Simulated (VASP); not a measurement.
VASP inputs for PbSe (strained wurtzite)

INCAR

```
SIGMA = 0.01
LREAL = .FALSE.
ALGO = Normal
ISMEAR = 0
NBANDS = 28
ISIF = 2
ENCUT = 520
METAGGA = R2SCAN
EDIFF = 1E-7
NSW = 0
LASPH = .TRUE.
IBRION = -1
PREC = Accurate
NELM = 120
LCHARG = .FALSE.
LWAVE = .FALSE.
```

KPOINTS

```
KPOINTS created by Atomic Simulation Environment
0
Gamma
6 6 4
0 0 0
```

KPOINTS_OPT

```
special points
6
Reciprocal
0.0000000000 0.0000000000 0.0000000000 1
0.5000000000 0.0000000000 0.0000000000 1
0.3333333333 0.3333333333 0.0000000000 1
0.0000000000 0.0000000000 0.5000000000 1
0.5000000000 0.0000000000 0.5000000000 1
0.3333333333 0.3333333333 0.5000000000 1
```

POSCAR

```
Pb Se
 1.0000000000000000
     5.1741442663999999   -0.0530349787000000    0.0000000000000000
    -2.6330017721000001    4.5074578669000003    0.0000000000000000
     0.0000000000000000    0.0000000000000000    6.2147757150000000
 Pb  Se
   2   2
Cartesian
 -0.0199999235372804  2.9876221262040401 -0.4031643317556611
  2.5611424178372797  1.4668007619959600  2.7042235257443390
 -0.0241896307016338  2.9875003624582681  2.7337052248806613
  2.5653321250016337  1.4669225257417318  5.8410930823806604
```

VASP ran with the recommended PBE PAW datasets (40 valence electrons in the cell).

**Question.** Estimate the main results of this run.

**Answer.** gap between bands v and c 1.49 eV; least direct gap 1.49 eV; pressure 0.0 GPa.

Band v is the last that the valence electrons fill when counted band by band, and c is the next. Levels in eV from the top of v:

```
point    v−1      v     c   c+1
    Γ  -1.80  -1.80  1.96  1.98
    M  -2.19  -0.70  2.98  3.50
    K  -0.57  -0.47  2.73  2.81
    A  -1.33  -1.33  2.35  2.35
    L  -0.69  -0.69  1.70  1.70
    H   0.00   0.00  1.49  1.49
```
